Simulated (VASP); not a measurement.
S, 1 atom in the cell. It takes space group R-3m (No. 166, trigonal). The conventional cell has a = 3.351 Å, b = 3.351 Å, c = 2.648 Å, α = 90.00°, β = 90.00°, γ = 120.00°. S (site symmetry -3m) has 6 S at 2.13 Å as nearest neighbours. This isn't the form of S at room conditions, which is orthorhombic, of S8 rings.

* Program: VASP 6.6.1
* Task: relaxation of cell and atoms
* Functional: LDA
* Potentials or basis: VASP PAW LDA potentials, release 64 (S)
* Cutoff: 600 eV
* k mesh: 15 × 15 × 14
* Occupations: gaussian, width 0.03 eV
* Spin: no spin polarisation
* Target pressure: 160 GPa
* Further INCAR settings: ALGO = Normal; EDIFF = 1e-07; IBRION = 2; EDIFFG = -0.005; NSW = 90; ISIF = 3
* Target pressure: 160 GPa

Potentials or basis: VASP PAW LDA potentials, release 64 (S).

Run with:

```console
$ cat potpaw_LDA.64/S/POTCAR > POTCAR
$ mpirun -np 1 vasp_std > vasp.out
```

Hardware: 1 thread of Intel(R) Xeon(R) Platinum 8259CL CPU @ 2.50GHz (Skylake/Cascade Lake), with other jobs on the host.

How long does it take, and how much memory?

It took 34 s on 1 thread of Intel(R) Xeon(R) Platinum 8259CL CPU @ 2.50GHz (Skylake/Cascade Lake), with other jobs on the host, peak memory 0.16 GiB. Counts: scf iterations 10, k points 848, ion steps 1.
